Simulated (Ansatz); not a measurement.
Runs of Ansatz 0.2.0 on NaI. Symmetry: Fm-3m, No. 225, cubic system. Conventional cell: a = 6.473 Å, b = 6.473 Å, c = 6.473 Å, α = 90.00°, β = 90.00°, γ = 90.00°. I (site symmetry m-3m) is surrounded by 6 Na at 3.24 Å. Na (site symmetry m-3m) has 6 I at 3.24 Å as nearest neighbours. 

```tsv
task	level	potentials or basis	k mesh	cutoff (eV)	basis error allowed	gap on the mesh (eV)	pressure (GPa)
band structure	PBEsol	all-electron LAPW, scalar-relativistic	7 × 7 × 7	133	0.001 eV/atom	(b)	-0.5
single point	PBE0	all-electron PAW datasets made for the crystal	6 × 6 × 6	290	-	5.34	0.1
band structure	PBE	all-electron LAPW, scalar-relativistic	7 × 7 × 7	133	0.001 eV/atom	(a)	0.4
single point	HSE06	all-electron PAW datasets made for the crystal	6 × 6 × 6	290	-	(c)	0.1
band structure	LDA	all-electron LAPW, scalar-relativistic	7 × 7 × 7	133	0.001 eV/atom	3.33	-1.6
```

Alike in all rows: no spin polarisation; cell as given; smearing fermi-dirac 0.05 eV.

Task: Fill in the values left out.

Result: (a) 3.64; (b) 3.51; (c) 4.67.

Caveats: spin-orbit coupling is left out, which moves the levels of the heavy elements.

A k mesh can miss the band edges, and the runs leave out spin-orbit coupling on I.

The runs don't all hold the same shells in valence.
